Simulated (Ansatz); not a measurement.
Crystal: Ir.

```xyz
2
Lattice="2.7514 0.0000 0.0000 -1.3757 2.3828 0.0000 0.0000 0.0000 4.4623" Properties=species:S:1:pos:R:3 pbc="T T T"
Ir    0.0000    1.5885    1.1156
Ir    1.3757    0.7943    3.3467
```

This isn't the form of Ir at room conditions, which is fcc.

```yaml
Program: Ansatz 0.2.0
Task: relaxation of cell and atoms
Functional: PBEsol
Potentials_or_basis: all-electron LAPW, scalar-relativistic
Basis_error_allowed: 0.001 eV/atom
k_mesh: 11 × 11 × 6
Occupations: fermi-dirac, width 0.05 eV
Spin: no spin polarisation
```

At the start: volume 14.63 Å³/atom.

Q: How do energy, volume and symmetry change on relaxing?

A: Over 5 steps the energy falls by 20.4 meV/atom and the volume is 14.12 Å³/atom (-3.5 %); space group P6_3/mmc (No. 194, to 0.05 Å).

The path:
```csv
step,energy change (eV),largest force (eV/Å),volume (Å³)
1,0.0000,0.0000,29.25
2,-0.0398,0.0000,28.39
3,-0.0408,0.0000,28.23
4,-0.0408,0.0000,28.24
5,-0.0408,0.0000,28.24
```

Final structure:
```
CELL_PARAMETERS angstrom
2.71971 0.00000 0.00000
-1.35985 2.35534 0.00000
0.00000 0.00000 4.40798
ATOMIC_POSITIONS crystal
Ir 0.33333 0.66667 0.25000
Ir 0.66667 0.33333 0.75000
```
